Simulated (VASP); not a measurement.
A run of VASP 6.6.1:

INCAR

```
SYSTEM = InP
PREC     = Accurate       ! precision mode
ENCUT    = 350            ! plane-wave cutoff, eV
EDIFF    = 1E-8           ! SCF threshold, eV
ISMEAR   = 0              ! smearing method
SIGMA    = 0.02           ! smearing width, eV
LREAL    = .FALSE.        ! projectors in reciprocal space
LASPH    = .TRUE.         ! aspherical terms in the spheres
NELM     = 60             ! most SCF steps
ALGO     = Normal         ! electronic algorithm
ISIF     = 2              ! what is computed and relaxed
LWAVE    = .FALSE.        ! write WAVECAR
LCHARG   = .FALSE.        ! write CHGCAR
LEPSILON = .TRUE.         ! dielectric tensor by DFPT
IBRION   = 8              ! ionic algorithm
NSW      = 1              ! ionic steps
```

Contents of KPOINTS:

```
regular mesh
0
G
  10 10 10
  0 0 0
```

POSCAR

```
InP
1.0
    0.0000000000      2.9144600000      2.9144600000
    2.9144600000      0.0000000000      2.9144600000
    2.9144600000      2.9144600000      0.0000000000
In P
1 1
Direct
    0.0000000000      0.0000000000      0.0000000000
    0.7500000000      0.7500000000      0.7500000000
```

Potentials or basis: VASP PAW LDA potentials, release 64 (In_d, P).

Command:

```bash
$ cat potpaw_LDA.64/In_d/POTCAR potpaw_LDA.64/P/POTCAR > POTCAR
$ mpirun -np 1 vasp_std > vasp.out
```

Hardware: 1 thread of Intel(R) Xeon(R) Platinum 8488C (Sapphire Rapids), with other jobs on the host.

Q: Estimate the wall time of this run.

A: Wall time 7.8 min on 1 thread of Intel(R) Xeon(R) Platinum 8488C (Sapphire Rapids), with other jobs on the host, peak memory 0.28 GiB. Counts: scf iterations 205, k points 47.
